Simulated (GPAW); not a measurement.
A run of GPAW 26.7.0 is set up as follows.

run.py

```python
import numpy as np
from ase.dft.bandgap import bandgap
from ase.io import write
from ase.spacegroup import crystal
from ase.units import GPa
from gpaw import GPAW, PW, setup_paths
from gpaw.spinorbit import soc_eigenstates

setup_paths.insert(0, '.')

# As 4c
# Ga 4a
atoms = crystal(['As', 'Ga'],
                basis=[[0.25, 0.25, 0.25],
                       [0.0, 0.0, 0.0]],
                spacegroup=216, setting=1,  # F-43m
                cellpar=[5.6537, 5.6537, 5.6537, 90.0, 90.0, 90.0],
                primitive_cell=True)

calc = GPAW(mode=PW(600),
            xc='BLYP',
            kpts={'size': (8, 8, 8), 'gamma': True},
            occupations={'name': 'fermi-dirac', 'width': 0.05},
            nbands=11,
            convergence={'density': 1e-05, 'energy': 1e-05},
            eigensolver='davidson',
            maxiter=150,
            txt='gpaw.txt')
atoms.calc = calc
energy = atoms.get_potential_energy()
forces = atoms.get_forces()
stress = atoms.get_stress()
calc.write('gs.gpw')
write('result.traj', atoms)
print(f'Energy: {energy:.6f} eV')
print('Forces (eV/A):')
print(forces.round(4))
print('Stress (GPa):', (stress / GPa).round(3))
print('Fermi level:', round(calc.get_fermi_level(), 4), 'eV')
print(f'Gap: {bandgap(calc)[0]:.4f} eV, direct: {bandgap(calc, direct=True)[0]:.4f} eV')

path = atoms.cell.bandpath('GXWKGLUWLK,UX', npoints=80, eps=1e-4)
bs_calc = calc.fixed_density(kpts=path, symmetry='off', nbands=21,
                             convergence={'bands': 'CBM+6.0', 'eigenstates': 1e-6}, txt='bands.txt')
bs = bs_calc.band_structure()
bs.write('bs.json')
print(f'Gap on the path: {bandgap(bs_calc)[0]:.4f} eV')

soc = soc_eigenstates(bs_calc, theta=90, phi=45)
np.savetxt('soc_bands.dat', soc.eigenvalues(), fmt='%.4f')
mesh = soc_eigenstates('gs.gpw', theta=90, phi=45)
np.savetxt('soc_mesh.dat', mesh.eigenvalues(), fmt='%.4f')
print('Fermi level with spin-orbit coupling:', round(mesh.fermi_level, 4), 'eV')
```

Potentials or basis: PAW data sets generated in the run's folder for this functional, pw.

Launch:

```sh
$ gpaw-setup -f BLYP As Ga
$ OMP_NUM_THREADS=1 python run.py
```

(1) What does it give for the pressure?

(2) Estimate the band gap on the k mesh.

(3) What does it give for the band gap along the path?

Answers

(1) 7.7 GPa.

(2) 0.31 eV, direct.

(3) 0.31 eV, direct.

Caveat: spin-orbit coupling was added after a scalar SCF, so levels and gaps hold it while energy, forces, pressure and moments don't; this program's spin-orbit splittings come out too wide for heavy elements.

**Measured values to compare with.**

From “Evidence of valence band perturbations in GaAsN/GaAs(001): A combined variable-angle spectroscopic ellipsometry and modulated photoreflectance investigation”, 2008, arxiv:0805.2212, for a bulk crystal of GaAs at 300 K: band gap 1.418 ± 0.005 eV (direct).

A measured gap of GaAs is 1.418 eV (direct; 300 K; “Evidence of valence band perturbations in GaAsN/GaAs(001): A combined variable-angle spectroscopic ellipsometry and modulated photoreflectance investigation”, 2008, arxiv:0805.2212); the calculated 0.31 eV misses it by -1.11 eV. So large a miss can be the level of theory's own, or it may mean another phase, state or a wrong row. 3 values of this kind are on record (1.412 to 1.51 eV); this one was drawn at random among those near their median, those with a stated uncertainty first. The value is that of BLYP, without temperature or zero-point motion. Semilocal functionals fall short of measured gaps as a rule.
